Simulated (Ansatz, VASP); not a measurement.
# SnH (H-SnSn-H chair monolayer) in two plane-wave programs, part 2 of 2

Aim: how closely do two programs agree when they are given the same cell, functional and k mesh? Of the first pair: The structure shown is the start of the Ansatz relaxation below; VASP solves that cell, so the two are compared at the walk's first step.

VASP 6.6.1 and Ansatz 0.2.0.

So far: Set-up; Ansatz: relaxation, PBE with D3(BJ); VASP: single point, PBE with D3(BJ), start cell, pair 1.

### 4. Comparison

Known differences besides the potentials themselves: Ansatz cuts the interaction across the vacuum, VASP repeats the sheet with a dipole correction; the cutoff is 420 eV in Ansatz and 400 eV in VASP. Total energies have different zeros and are not compared.

Forces (eV/Å; atoms numbered as in POSCAR):

```csv
atom,"Ansatz x, y, z","VASP x, y, z"
H1,"0.000, 0.000, -0.400","0.000, 0.000, -0.383"
H2,"0.000, 0.000, 0.400","0.000, 0.000, 0.383"
Sn3,"0.000, 0.000, 0.575","0.000, 0.000, 0.558"
Sn4,"0.000, 0.000, -0.575","0.000, 0.000, -0.558"
```

The forces differ by 9.8 meV/Å r.m.s., which is 3.6 % of the r.m.s. force of 0.276 eV/Å (both taken over all components). With vacuum in the cell, a pressure given here is an average over mostly empty space and none of the material.

### 5. Ansatz: relaxation, PBE with D3(BJ)

This run makes the geometry at which the two programs are then compared.

The structure compared here is the end of the Ansatz relaxation.

The input, input.yaml:

```yaml
crystal:
  lattice:
    - [4.587, 0.0, 0.0]
    - [-2.2935, 3.9724585272, 0.0]
    - [0.0, 0.0, 39.6266666666]
  atoms:
    - { symbol: H, position: [0.6666666667, 0.3333333333, 0.4454071332] }
    - { symbol: Sn, position: [0.6666666667, 0.3333333333, 0.488307537] }
    - { symbol: Sn, position: [0.3333333333, 0.6666666667, 0.511692463] }
    - { symbol: H, position: [0.3333333333, 0.6666666667, 0.5545928668] }
  periodic: [true, true, false]
kpoints:
  mp_grid: { grid: [12, 12, 1] }
hamiltonian:
  xc: pbe
  dispersion: d3bj
scf:
  occupations: { method: fermi_dirac, width: 0.05 }
  convergence: { dr2_threshold: 1.0e-09 }
relax:
  f_tol: 0.004
  max_steps: 90
  cell: {}
output:
  write_potential: true
  write_density: true
  volumetric_format: npy
```

Command:

```
$ ansatz run input.yaml --threads 2 --pin off --max-ram 3072MiB --backend cpu --events-out ev --progress --plain --runs-dir out
```

Numbers of over 12 decimals in the logs are rounded to 6 here.

Log:

```text
[...]
Crystal: 4 atoms, lattice volume = 722.064 Å³
Basis set: ecut = 420 eV, 14191 PW (Γ), exchange–correlation on 64×64×540 points (8 copies of the dense FFT grid, shifted against one another)
Bands: 19, of which v1, the nominal top of the filled ones, is band 15 counted from 1 (14 counted from 0)
Symmetry: 12 space group operations
[...]
--- Relaxed structure (7 steps of the walk, 6 accepted, 1 SCFs on fresh bases) ---
[...]
cell:  # Å, volume = 751.3215 Å³
    - [4.679008, 0.0, 0]
    - [-2.339504, 4.052140, 0]
    - [0, 0, 39.6266666666]
  atoms:
    - { symbol: H, position: [0.666667, 0.333333, 0.445687] }
    - { symbol: Sn, position: [0.666667, 0.333333, 0.489480] }
    - { symbol: Sn, position: [0.333333, 0.666667, 0.510520] }
    - { symbol: H, position: [0.333333, 0.666667, 0.554313] }
[key lines of the parts left out:]
SCF converged after 4 iterations
Free energy (F): -12079.682122 eV
Fermi energy:    -4.673537 eV
P = ½ c Tr σ = 0.0041 N/m
```

### 6. VASP: single point, PBE with D3(BJ), relaxed cell, pair 2

The same cell, functional, mesh and smearing now go to VASP, with its own data sets.

The input, INCAR:

```
SYSTEM = SnH
PREC = Accurate
ENCUT = 400
EDIFF = 1E-06
NELM = 120
ISMEAR = -1
SIGMA = 0.05
LREAL = .FALSE.
ALGO = Normal
GGA = PE
IVDW = 12
NBANDS = 21
LORBIT = 11
LWAVE = .FALSE.
LCHARG = .FALSE.
ISIF = 2
LDIPOL = .TRUE.
IDIPOL = 3
DIPOL = 0.5 0.5 0.5
LVHAR = .TRUE.
LASPH = .TRUE.
GGA_COMPAT = .FALSE.
EFERMI = MIDGAP
NELMDL = -8
```

The input, POSCAR:

```
SnH
1.0
    4.6790083343      0.0000000000      0.0000000000
   -2.3395041671      4.0521400820      0.0000000000
    0.0000000000      0.0000000000     39.6266666666
H Sn
2 2
Direct
    0.6666666667      0.3333333333      0.4456871241
    0.3333333333      0.6666666667      0.5543128759
    0.6666666667      0.3333333333      0.4894797540
    0.3333333333      0.6666666667      0.5105202460
```

The input, KPOINTS:

```
Automatic mesh
0
Gamma
12 12 1
0 0 0
```

PAW data sets: H and Sn_d (PBE family, release 64).

Command:

```
$ mpirun -np 1 vasp_std
```

Log:

```text
[... set-up lines as in an earlier step ...]
 entering main loop
       N       E                     dE             d eps       ncg     rms          rms(c)
DAV:   1     0.140046109718E+03    0.14005E+03   -0.11522E+04  1206   0.797E+02
DAV:   2    -0.253244655296E+01   -0.14258E+03   -0.13991E+03  1015   0.235E+02
DAV:   3    -0.138737405154E+02   -0.11341E+02   -0.11299E+02   984   0.815E+01
DAV:   4    -0.142274293616E+02   -0.35369E+00   -0.35354E+00   919   0.176E+01
[...]
DAV:  25    -0.136326601483E+02   -0.22974E-05   -0.29816E-08   738   0.664E-04    0.168E-04
DAV:  26    -0.136326614616E+02   -0.13133E-05   -0.18030E-08   697   0.438E-04    0.885E-05
DAV:  27    -0.136326617212E+02   -0.25958E-06   -0.21833E-09   649   0.211E-04
   1 F= -.13970597E+02 E0= -.13970559E+02  d E =-.772231E-04
```

OUTCAR, selected parts (step 6):

```text
 Edisp (eV)   -0.33794

  Total      -0.12786    -0.12786    -0.16624    -0.00000     0.00000     0.00000
  in kB      -0.27267    -0.27267    -0.35451    -0.00000     0.00000     0.00000
  external pressure =       -0.30 kB  Pullay stress =        0.00 kB

 POSITION                                       TOTAL-FORCE (eV/Angst)
 -----------------------------------------------------------------------------------
      2.33950      1.35071     17.66110        -0.000000      0.000000      0.011639
     -0.00000      2.70143     21.96557        -0.000000     -0.000000     -0.011639
      2.33950      1.35071     19.39645        -0.000000     -0.000000     -0.012897
     -0.00000      2.70143     20.23022         0.000000      0.000000      0.012897
 -----------------------------------------------------------------------------------
    total drift:                                0.000000      0.000000      0.000000

  FREE ENERGIE OF THE ION-ELECTRON SYSTEM (eV)
  ---------------------------------------------------
  free  energy   TOTEN  =       -13.9705972630 eV

  energy  without entropy=      -13.9705200399  energy(sigma->0) =      -13.97055865

[... 1 part as in an earlier step ...]

[... 2 further parts left out ...]
[key lines of the parts left out:]
E-fermi :  -3.7120
```

### 7. Side by side

Compared:

| quantity | Ansatz | VASP | difference |
| --- | --- | --- | --- |
| gap on the k mesh (eV) | 0.523 | 0.521 | +0.002 |

At this near-relaxed geometry the largest component of a force difference is 12 meV/Å. A gap on the mesh is an upper bound, since the band edges may lie between its points. With vacuum in the cell, a pressure given here is an average over mostly empty space and none of the material.

### 8. Results

```json
{"r.m.s. force difference (single point, PBE with D3(BJ), start cell, pair 1)": "3.6 % of the r.m.s. force", "difference in gap on the k mesh (single point, PBE with D3(BJ), relaxed cell, pair 2)": "0.0016 eV", "r.m.s. force difference (single point, PBE with D3(BJ), relaxed cell, pair 2)": "6.8 meV/Å"}
```

The r.m.s. force difference is 3.6 % of the r.m.s. force (single point, PBE with D3(BJ), start cell, pair 1), beyond the 3 % picked in this series as the mark of a large difference. How closely two codes agree says nothing of how well the functional describes the real material.

[Lines on the potential files, build, host, timing and source positions are cut from VASP's logs without a mark.]

[Logs are printed without paths, hosts, clocks, repeated set-up lines and the standing remarks that a program may print on its own settings, such as how far it seeks lower states.]

[Hosts, paths, dates, database ids (printed as entryN), source tags and the programs' standing remarks are cut or masked in the printed files.]
